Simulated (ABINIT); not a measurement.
# AgCl (Fm-3m): G0W0 on several meshes in ABINIT, part 2 of 2

How does the mesh move the gap of AgCl (Fm-3m)?

ABINIT 10.8.3; PBE and many-body steps on it, plane waves. Known limits of the many-body steps: not at the basis limit; d shell near the gap, gap tends to lie low; no spin-orbit coupling; coarse k mesh.

So far. Step 4 (6×6×6): The gap on the mesh goes from 0.91 eV to 2.18 eV, a correction of +1.27 eV. Step 5 (Empty states on the mesh, 4×4×4 mesh, 177 bands): On this mesh the gap is 0.913 eV.

### 7. 4×4×4

This step: G0W0 on PBE, plane waves, norm-conserving pseudopotentials.

The input, run.abi:

```
acell 3*1.0 Angstrom
rprim 
  0.000000000000 2.772662996800 2.772662996800
  2.772662996800 0.000000000000 2.772662996800
  2.772662996800 2.772662996800 0.000000000000
ntypat 2
znucl 47 17
natom 2
typat 1 2
xred 
  0.000000000000 0.000000000000 0.000000000000
  0.500000000000 0.500000000000 0.500000000000
pp_dirpath "pseudos"
pseudos "Ag.upf, Cl.upf"
ecut 37
ngkpt 4 4 4
nshiftk 1
shiftk 0 0 0
kptopt 1
chksymbreak 0
istwfk *1
occopt 1
irdwfk 1
optdriver 4
nband 169
gwcalctyp 0
ecutsigx 37
symsigma 1
nkptgw 2
kptgw 
  0.5000000000 0.0000000000 0.0000000000
  0.0000000000 0.0000000000 0.0000000000
bdgw 
  12 15
  11 17
ecuteps 7.8
irdscr 1
ppmodel 1
indata_prefix "in"
outdata_prefix "out"
tmpdata_prefix "tmp"
```

Started as:

```sh
$ OMP_NUM_THREADS=1 mpirun -n 8 abinit run.abi > log
```

Output:

```text
.Version 10.8.3 of ABINIT. v10.8.2 released Aug 2026.

 Symmetries : space group Fm -3 m (#225); Bravais cF (face-center cubic)
[... echo of the input left out ...]
== DATASET  1 ==================================================================
-   mpi_nproc: 8, omp_nthreads: 1 (-1 if OMP is not activated)

--- !DatasetInfo
iteration_state: {dtset: 1, }
dimensions: {natom: 2, nkpt: 8, mband: 169, nsppol: 1, nspinor: 1, nspden: 1, mpw: 3119, }
cutoff_energies: {ecut:  37.0, pawecutdg:  -1.0, }
electrons: {nelect:   2.60000000E+01, charge:   0.00000000E+00, occopt:   1.00000000E+00, tsmear:   1.00000000E-02, }

 SIGMA: Calculation of the GW corrections

 Based on a program developped by R.W. Godby, V. Olevano, G. Onida, and L. Reining.
 Incorporated in ABINIT by V. Olevano, G.-M. Rignanese, and M. Torrent.
.Using double precision arithmetic ; gwpc =  8

[... cell and pseudopotentials left out ...]
--------------------------------------------------------------------------------

 ==== K-mesh for the wavefunctions ====
 Number of points in the irreducible wedge :     8
[... list of points left out ...]
 Together with 48 symmetry operations and time-reversal symmetry
 yields    64 points in the full Brillouin Zone.

 ==== Q-mesh for screening function ====
 Number of points in the irreducible wedge :     8
[... list of points left out ...]
 Together with 48 symmetry operations and time-reversal symmetry
 yields    64 points in the full Brillouin Zone.

 vcoul_init : cutoff-mode = AUXILIARY_FUNCTION
 q-points for optical limit:   1
     1)      0.000010    0.000020    0.000030
 setmesh: FFT mesh size selected  =    45x   45x   45
          total number of points  =        91125

 Number of electrons calculated from density =   26.0000; Expected =   26.0000
[...]
number of omega for Sigma on real axis              0
 max omega for Sigma on real axis  [eV]           0.00
 zcut for avoiding poles [eV]                     0.10

 EPSILON^-1 parameters (SCR file):
 dimension of the eps^-1 matrix on file            307
 dimension of the eps^-1 matrix used               307
 number of plane-waves for wavefunctions          3119
 number of bands                                   169
 number of q-points in IBZ                           8
 number of frequencies                               2
 number of real frequencies                          1
 number of imag frequencies                          1

 matrix elements of self-energy operator (all in [eV])

 Perturbative Calculation

--- !SelfEnergy_ee
iteration_state: {dtset: 1, }
kpoint     : [   0.500,    0.000,    0.000, ]
spin       : 1
KS_gap     :    4.239
QP_gap     :    5.398
Delta_QP_KS:    1.159
data: !SigmaeeData |
     Band     E0 <VxcDFT>   SigX SigC(E0)      Z dSigC/dE  Sig(E)    E-E0       E
       12   4.678 -21.528 -26.456   3.656   0.797  -0.255 -22.542  -1.014   3.665
       13   4.678 -21.528 -26.456   3.656   0.797  -0.255 -22.542  -1.014   3.665
       14   8.917  -9.095  -4.868  -4.053   0.837  -0.195  -8.949   0.146   9.063
[...]
--- !SelfEnergy_ee
iteration_state: {dtset: 1, }
kpoint     : [   0.000,    0.000,    0.000, ]
spin       : 1
KS_gap     :    3.230
QP_gap     :    4.750
Delta_QP_KS:    1.521
data: !SigmaeeData |
     Band     E0 <VxcDFT>   SigX SigC(E0)      Z dSigC/dE  Sig(E)    E-E0       E
[...]
16  15.379 -12.290  -6.936  -4.550   0.823  -0.215 -11.628   0.662  16.041
       17  15.379 -12.290  -6.936  -4.550   0.823  -0.215 -11.628   0.662  16.041

== END DATASET(S) ==============================================================
================================================================================

 -outvars: echo values of variables after computation  --------
           etotal      0.0000000000E+00
            nband         169
             nkpt           8
          spgroup         225
 [... the other variables as echoed above ...]

 Calculation completed.
```

Elapsed: 11 s, on 8 MPI ranks of Arm Neoverse V2, shared host; peak memory 1.8 GiB.

Numbers from this step:

```
G0W0 gap on the points computed              : 2.179 eV
starting gap on the mesh                     : 0.9128 eV
k of the valence top                         : 0.5, 0, 0
k of the conduction bottom                   : 0, 0, 0
Z at the valence top                         : 0.797
Z at the conduction bottom                   : 0.83
least direct G0W0 gap on the computed points : 4.75 eV
```

Against G0W0 in ABINIT (6×6×6 mesh, 169 bands, screening to 212.2 eV, Godby-Needs plasmon pole), the gap moves by +0.001 eV.

### 8. Side by side

Times are wall times on 8 MPI ranks of Arm Neoverse V2, shared host, good to a factor of about two. A run's time includes the screening step that it read.

```csv
run,mesh,bands,screening cutoff (eV),DFT gap (eV),gap on the mesh (eV),direct (eV),ε∞ used,time
6×6×6,6×6×6,169,212.2,0.913,2.178,4.747,4.94,3.2 min
4×4×4,4×4×4,169,212.2,0.913,2.179,4.750,5.27,37 s
```

### 9. Outcome

```json
{"6×6×6": "2.178 eV", "4×4×4": "2.179 eV", "known limits": "not at the basis limit; d shell near the gap, gap tends to lie low; no spin-orbit coupling; coarse k mesh"}
```

**Reading.** 4×4×4: +0.001 eV against 6×6×6. Bands and cutoff are finite, so the gap is not at the basis limit. The miss can reach some tenths of an eV and take either sign; the mesh is an error of its own. In the G0W0 runs levels were corrected at 2 k points alone, so a gap called «on the mesh» is the least over those, and an edge elsewhere would be missed. The 6×6×6 mesh is coarse for this cell, which bears on the long-range parts of exchange and screening. A d shell, filled or nearly so, lies near the gap. One-shot GW converges very slowly in bands there, not always from below, and on a semilocal start the gap tends to come out low; starts rich in exact exchange can overshoot instead. The many-body steps are scalar-relativistic: spin-orbit coupling is not in them.

[Paths, hosts, dates, memory and timing lines, banners, echoed tables and standing remarks are left out of the program output.]

[Logs are printed without paths, hosts, clocks, repeated set-up lines and the standing remarks that a program may print on its own settings, such as how far it seeks lower states.]

[Runs of the session that timed out or met a known fault of the program may be left out.]

[Hosts, paths, dates, database ids (printed as entryN), source tags and the programs' standing remarks are cut or masked in the printed files.]

[G0W0 gaps are taken among the corrected bands and points alone; a level outside them can change the order at an edge.]

[Where Ansatz stands beside ABINIT at settings called matched, ABINIT's density can come from a denser mesh and the files from another edition; pairs whose starting gaps differed by over 0.03 eV were left out, so agreement reads better than it is.]
